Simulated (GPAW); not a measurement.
A run of GPAW 26.7.0 is set up as follows.

run.py

```python
from ase.io import read
from gpaw import PW
from gpaw.dft import DFT

atoms = read('POSCAR')

dft = DFT(atoms,
          mode=PW(600),
          xc='PBE',
          kpts={'size': (8, 8, 8), 'gamma': True},
          occupations={'name': 'fermi-dirac', 'width': 0.05},
          nbands=18,
          convergence={'density': 1e-05, 'energy': 1e-05},
          maxiter=150,
          txt='gpaw.txt')
print(f'Energy: {dft.calculate_energy():.6f} eV')
print('Forces (eV/A):')
print(dft.calculate_forces().round(4))
print('Stress (eV/A^3):', dft.calculate_stress().round(6))
dft.write_gpw_file('gs.gpw')
```

Contents of POSCAR:

```
ZnSe
1.0
    0.0000000000      2.8338000000      2.8338000000
    2.8338000000      0.0000000000      2.8338000000
    2.8338000000      2.8338000000      0.0000000000
Se Zn
1 1
Direct
    0.7500000000      0.7500000000      0.7500000000
    0.0000000000      0.0000000000      0.0000000000
```

Potentials or basis: GPAW PAW data sets (gpaw-data 1.2.1), pw.

Run with:

```bash
$ OMP_NUM_THREADS=1 python run.py
```

Predict the band gap on the k mesh.

1.30 eV, direct.

Estimate the pressure.

2.1 GPa.

**What was measured.**

“Alloy Disordering Effects on the Thermal Conductivity and Energy Gap Temperature Dependence of Cd1−xZnxSe Ternary Crystals Grown by the Bridgman Method”, 2023, pmc:10253836 reports, for a bulk crystal of ZnSe at 300 K: band gap 2.695 ± 0.003 eV (an exciton energy, a little under the gap).

A measured gap of ZnSe is 2.695 eV (an exciton energy, a little under the gap; 300 K; “Alloy Disordering Effects on the Thermal Conductivity and Energy Gap Temperature Dependence of Cd1−xZnxSe Ternary Crystals Grown by the Bridgman Method”, 2023, pmc:10253836); the calculated 1.30 eV misses it by -1.40 eV. So large a miss can be the level of theory's own, or it may mean another phase, state or a wrong row. Spin-orbit coupling on Se is left out. The value is that of PBE, without temperature or zero-point motion. Semilocal functionals fall short of measured gaps as a rule.
